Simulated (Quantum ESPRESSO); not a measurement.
Wanted: the native input for a Quantum ESPRESSO 7.5 run.

```
Task                : single point
Functional          : PBE
Potentials or basis : SSSP 1.3 efficiency PBE
Cutoff              : 748 eV
Density cutoff      : 5987 eV
k mesh              : 10 × 10 × 3
Occupations         : fermi-dirac, width 0.05 eV
Spin                : no spin polarisation
Mixing beta         : 0.5
Most SCF iterations : 120
SCF threshold       : 1.6e-09 Ry
```

The system is SiC.

```
CELL_PARAMETERS angstrom
3.07569 0.00000 0.00000
-1.53785 2.66363 0.00000
0.00000 0.00000 10.07065
ATOMIC_POSITIONS crystal
Si 0.00000 0.00000 0.18789
Si 0.00000 0.00000 0.68789
Si 0.33333 0.66667 0.43784
Si 0.66667 0.33333 0.93784
C 0.00000 0.00000 0.00046
C 0.00000 0.00000 0.50046
C 0.33333 0.66667 0.24980
C 0.66667 0.33333 0.74980
```

The cell is a database's computed one.

One way to write it, as run:

pw.in

```
&CONTROL
  calculation = 'scf'
  prefix = 'pwscf'
  outdir = './tmp'
  pseudo_dir = './pseudo'
  tprnfor = .true.
  tstress = .true.
  disk_io = 'low'
/
&SYSTEM
  ibrav = 0
  nat = 8
  ntyp = 2
  ecutwfc = 55
  ecutrho = 440
  nbnd = 24
  occupations = 'smearing'
  smearing = 'fd'
  degauss = 0.00367493
/
&ELECTRONS
  conv_thr = 1.6d-09
  electron_maxstep = 120
  mixing_beta = 0.5
/
ATOMIC_SPECIES
Si    28.0850 Si.pbe-n-rrkjus_psl.1.0.0.UPF
C     12.0110 C.pbe-n-kjpaw_psl.1.0.0.UPF
CELL_PARAMETERS angstrom
   3.0756941497    0.0000000000    0.0000000000
  -1.5378470748    2.6636292679    0.0000000000
   0.0000000000    0.0000000000   10.0706464800
ATOMIC_POSITIONS crystal
Si     0.0000000000    0.0000000000    0.1878943800
Si     0.0000000000    0.0000000000    0.6878943800
Si     0.3333333333    0.6666666667    0.4378419800
Si     0.6666666667    0.3333333333    0.9378419800
C      0.0000000000    0.0000000000    0.0004600500
C      0.0000000000    0.0000000000    0.5004600500
C      0.3333333333    0.6666666667    0.2498025900
C      0.6666666667    0.3333333333    0.7498025900
K_POINTS automatic
10 10 3 0 0 0
```

pp_density.in

```
&INPUTPP
  prefix = 'pwscf'
  outdir = './tmp'
  filplot = 'density.dat'
  plot_num = 0
/
&PLOT
  nfile = 1
  filepp(1) = 'density.dat'
  iflag = 3
  output_format = 6
  fileout = 'density.cube'
/
```

pp_potential.in

```
&INPUTPP
  prefix = 'pwscf'
  outdir = './tmp'
  filplot = 'potential.dat'
  plot_num = 11
/
&PLOT
  nfile = 1
  filepp(1) = 'potential.dat'
  iflag = 3
  output_format = 6
  fileout = 'potential.cube'
/
```

Potentials or basis: SSSP 1.3 efficiency PBE.

The run is started by

```bash
$ OMP_NUM_THREADS=1 pw.x -in pw.in > pw.out
$ OMP_NUM_THREADS=1 pp.x -in pp_density.in > pp_density.out
$ OMP_NUM_THREADS=1 pp.x -in pp_potential.in > pp_potential.out
```

It gave:

```json
{"Pressure": "4.1 GPa", "Largest force": "0.006 eV/Å", "Band gap on the k mesh": "2.23 eV, indirect (least direct gap 3.35 eV)"}
```

Caveat: an odd mesh through Γ misses points on the zone boundary, where band edges often lie.

It took 90 s on 1 thread of Intel(R) Xeon(R) Processor @ 2.70GHz, with other jobs on the host, peak memory 0.38 GiB.
